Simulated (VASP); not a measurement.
Au, 1 atom in the cell. Symmetry: Pm-3m, No. 221, cubic system. The conventional cell has a = 2.748 Å, b = 2.748 Å, c = 2.748 Å, α = 90.00°, β = 90.00°, γ = 90.00°. Around Au (site symmetry m-3m) lie 6 Au at 2.75 Å. The cell was built by a generator and needn't be a form met in nature. The cell isn't the ideal one: random cell by space group and Wyckoff sites (P4/mmm, No. 123).

```yaml
Program: VASP 6.6.1
Task: single point
Functional: PBE
Potentials_or_basis: VASP PAW PBE potentials, release 64 (Au)
Cutoff: 520 eV
k_mesh: 20 × 20 × 20
Occupations: gaussian, width 0.1 eV
Spin: no spin polarisation
Dipole_correction: no
Further_INCAR_settings: ALGO = Normal; EDIFF = 1e-06; NBANDS = 12
```

Potentials or basis: VASP PAW PBE potentials, release 64 (Au).

The run is started by

```bash
$ cat potpaw_PBE.64/Au/POTCAR > POTCAR
$ mpirun -np 1 vasp_std > vasp.out
```

Hardware: 1 thread of Intel(R) Xeon(R) 6975P-C (Granite Rapids) (shared host).

**Question.** How long does it take, and how much memory?

**Answer.** It took 15 s on 1 thread of Intel(R) Xeon(R) 6975P-C (Granite Rapids), on a shared host, peak memory 0.18 GiB. Counts: scf iterations 11, k points 286.
